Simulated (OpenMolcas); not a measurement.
**CCSD(T)/6-31G run of C2H2Cl2 (cis-1,2-Dichloroethene)**

What is the energy change on altering one bond length of C2H2Cl2 (cis-1,2-Dichloroethene) at CCSD(T)/6-31G? 

The calculation is run with OpenMolcas 26.06.

1 further run of the same task is left out (it didn't finish).

## Step 1: The molecule

The species is C2H2Cl2 (6 atoms), meant as a singlet with charge 0. SMILES: `Cl/C=C\Cl`. Geometry: relaxed at PBE0-D4/def2-TZVP.

Bond lengths: Cl1–C2 1.705 Å, C2–C3 1.324 Å, C3–Cl4 1.705 Å, C2–H5 1.082 Å, C3–H6 1.082 Å. Angles: Cl1–C2–C3 124.9°, C2–C3–Cl4 124.9°, Cl1–C2–H5 114.8°, C3–C2–H5 120.4°, C2–C3–H6 120.4°, Cl4–C3–H6 114.8°.

## Step 2: A single-point energy at CCSD(T)/6-31G

job.inp reads:

```
* C2H2Cl2 CCSD(T)
>>> EXPORT MOLCAS_PRINT=2

&GATEWAY
 BasLib = $CurrDir
 Coord
 6
 angstrom
 Cl       0.715370      -1.874620      -0.448160
 C        0.641760      -0.223420      -0.028920
 C       -0.475600       0.475660       0.100770
 Cl      -2.046720      -0.146510      -0.127570
 H        1.602850       0.246110       0.133560
 H       -0.437660       1.522780       0.370320
 Basis = 6-31G
 Group = NoSym

&SEWARD

&SCF
 PrOrbitals = 0

&RASSCF
 FileOrb = $Project.ScfOrb
 Spin = 1
 Nactel = 0 0 0
 Inactive = 24
 Ras2 = 0
 OutOrbitals = Canonical
 OrbListing = Nothing

&MOTRA
 JobIph
 Frozen = 12

&CCSDT
 CCT
 Triples = 2
 Iterations = 50
 Extrapolation = 5 4
```

The basis set 6-31G is read from a file made from the Basis Set Exchange's data (not shown).

Run with:

```bash
$ export MOLCAS_MEM=1860
$ pymolcas job.inp > job.log
```

The program printed:

```text
--- Start Module: gateway ---
[...]
--- Stop Module: gateway /rc=_RC_ALL_IS_WELL_ ---
[...]
      Basis functions           48
[...]
       Convergence after  10 Iterations
[...]
::    Total SCF energy                               -995.7453260533
[...]
      Total spin, S                                     0.0000000000
[...]
      Number of active orbitals                  0
[...]
      Spin quantum number                      0.0
[...]
      Active orbitals                            0
[...]
      Number of CSFs                             1
[...]
      Number of root(s) required                 1
[...]
      Convergence after  4 iterations
[...]
      Natural orbitals and occupation numbers for root  1
      ************************************************************************************************************************
      *                                                    Final results                                                     *
      ************************************************************************************************************************
[...]
::    RASSCF root number  1 Total energy:   -995.74532605
[...]
      Total electronic charge=   48.000000
      Total            charge=   -0.000000
[...]
      Dipole Moment (debye):
      Origin of the operator (angstrom)=   -0.4522   -0.6864   -0.1955
                   X=  1.4569E+00               Y=  2.2117E+00               Z=  6.3002E-01           Total=  2.7224E+00
      Quadrupole Moment (debye*angstrom):
[...]
--- Start Module: motra ---
[...]
      *** WARNING: Default frozen orbitals is overwritten by user input.
      *** Default values:  12
[...]
--- Stop Module: motra /rc=_RC_ALL_IS_WELL_ ---
--- Start Module: ccsdt ---
[...]
      Convergence after                    14  Iterations
      Total energy (diff) :    -996.03736332      -0.00000002
[...]
 METHOD                       : CCSD+T(CCSD)+<T3(1)WT1> = CCSD(T)
[...]
       CCSD     =      -996.0373633158225
[...]
--- Stop Module: ccsdt /rc=_RC_ALL_IS_WELL_ ---
[...]
```

It took 14 s on 1 thread of Intel Xeon Platinum 8259CL at 2.50GHz (Skylake/Cascade Lake), shared host; peak memory 0.38 GiB.

## Step 3: The distorted shape, same level

job.inp reads:

```
* C2H2Cl2 CCSD(T)

&GATEWAY
 BasLib = $CurrDir
 Coord
 6
 angstrom
 Cl       0.234808      -2.109393      -0.529403
 C        0.161198      -0.458193      -0.110163
 C       -0.956162       0.240887       0.019527
 Cl      -2.527282      -0.381283      -0.208813
 H        1.602850       0.246110       0.133560
 H       -0.918222       1.288007       0.289077
 Basis = 6-31G
 Group = NoSym

&SEWARD

&SCF
 PrOrbitals = 0

&RASSCF
 FileOrb = $Project.ScfOrb
 Spin = 1
 Nactel = 0 0 0
 Inactive = 24
 Ras2 = 0
 OutOrbitals = Canonical
 OrbListing = Nothing

&MOTRA
 JobIph
 Frozen = 12

&CCSDT
 CCT
 Triples = 2
 Iterations = 50
 Extrapolation = 5 4
```

The basis set 6-31G is read from a file made from the Basis Set Exchange's data (not shown).

Run with:

```bash
$ export MOLCAS_MEM=1860
$ pymolcas job.inp > job.log
```

The program printed:

```text
--- Start Module: gateway ---
[...]
--- Stop Module: gateway /rc=_RC_ALL_IS_WELL_ ---
[...]
      Basis functions           48
[...]
       Convergence after  11 Iterations
[...]
::    Total SCF energy                               -995.6514295736
[...]
      Total spin, S                                     0.0000000000
[...]
      Number of active orbitals                  0
[...]
      Spin quantum number                      0.0
[...]
      Active orbitals                            0
[...]
      Number of CSFs                             1
[...]
      Number of root(s) required                 1
[...]
      Convergence after  4 iterations
[...]
      Natural orbitals and occupation numbers for root  1
      ************************************************************************************************************************
      *                                                    Final results                                                     *
      ************************************************************************************************************************
[...]
::    RASSCF root number  1 Total energy:   -995.65142957
[...]
      Total electronic charge=   48.000000
      Total            charge=   -0.000000
[...]
      Dipole Moment (debye):
      Origin of the operator (angstrom)=   -0.9277   -0.9188   -0.2759
                   X=  1.2813E+00               Y=  1.9759E+00               Z=  5.6196E-01           Total=  2.4211E+00
      Quadrupole Moment (debye*angstrom):
[...]
--- Start Module: motra ---
[...]
      *** WARNING: Default frozen orbitals is overwritten by user input.
      *** Default values:  12
[...]
--- Stop Module: motra /rc=_RC_ALL_IS_WELL_ ---
--- Start Module: ccsdt ---
[...]
      Convergence after                    13  Iterations
      Total energy (diff) :    -995.96322801      -0.00000002
[...]
 METHOD                       : CCSD+T(CCSD)+<T3(1)WT1> = CCSD(T)
[...]
       CCSD     =      -995.9632280055032
[...]
--- Stop Module: ccsdt /rc=_RC_ALL_IS_WELL_ ---
[...]
```

It took 13 s on 1 thread of Intel Xeon Platinum 8259CL at 2.50GHz (Skylake/Cascade Lake), shared host; peak memory 0.38 GiB.

## Step 4: Summary of results

At CCSD(T)/6-31G, 12 core orbitals frozen:

```
                                                         quantity          value
                                        first shape: total energy  -996.04585 Eh
                  first shape: dipole moment (mean-field density)         2.72 D
                 first shape: HOMO energy (Hartree–Fock orbitals)      -10.13 eV
                 first shape: LUMO energy (Hartree–Fock orbitals)        3.69 eV
               first shape: HOMO–LUMO gap (Hartree–Fock orbitals)       13.83 eV
        first shape: correlation energy (12 core orbitals frozen)     -300.5 mEh
                                      first shape: (T) correction      -8.49 mEh
                                    distorted shape: total energy  -995.97349 Eh
              distorted shape: dipole moment (mean-field density)         2.42 D
             distorted shape: HOMO energy (Hartree–Fock orbitals)      -10.21 eV
             distorted shape: LUMO energy (Hartree–Fock orbitals)        2.59 eV
           distorted shape: HOMO–LUMO gap (Hartree–Fock orbitals)       12.80 eV
    distorted shape: correlation energy (12 core orbitals frozen)     -322.1 mEh
                                  distorted shape: (T) correction     -10.26 mEh
energy change with the C2–H5 bond stretched from 1.082 to 1.623 Å       1.969 eV
```

With the C2–H5 bond stretched from 1.082 to 1.623 Å the energy rises by 1.97 eV (190 kJ/mol). The first shape isn't relaxed at this level, so the change isn't measured from a minimum. The triples (first shape) make up 2.8 % of the correlation energy. Mulliken charges (distorted shape) of the mean-field density run from -0.39 on C3 to +0.26 on H6. The triples (distorted shape) make up 3.2 % of the correlation energy.
